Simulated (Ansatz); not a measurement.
# PbF2: Electrostatic potentials at the F nuclei

Cell: an entry of the Crystallography Open Database (COD), its atoms then relaxed with PBE in this cell.

Space group Pnma (No. 62); a = 6.4269, b = 3.8910, c = 7.6357 Å.

| site | Wyckoff | site symmetry | x | y | z |
| --- | --- | --- | --- | --- | --- |
| Pb | 4c | .m. | 0.7447 | 0.7500 | 0.1063 |
| F5 | 4c | .m. | 0.1409 | 0.7500 | 0.0667 |
| F9 | 4c | .m. | 0.5260 | 0.7500 | 0.8430 |

One atom of each set is listed.

Computed with Ansatz: DFT, r2SCAN, plane waves and PAW, scalar-relativistic, 500 eV cutoff, Γ-centred 4×6×3 k-points, Fermi–Dirac smearing 0.02 eV.

The potential at a nucleus is that of all electrons and the other nuclei. A higher potential binds the core electrons more strongly, so differences between sites of one element are the initial-state part of core-level shifts.

(1) Rank the F sites by the potential at the nucleus, lowest first, and give each against the lowest.
A. F9: 5 Pb at 2.45–3.04 Å
B. F5: 4 Pb at 2.46–2.58 Å

Results:

(1) A (0.00 V), B (0.23 V).
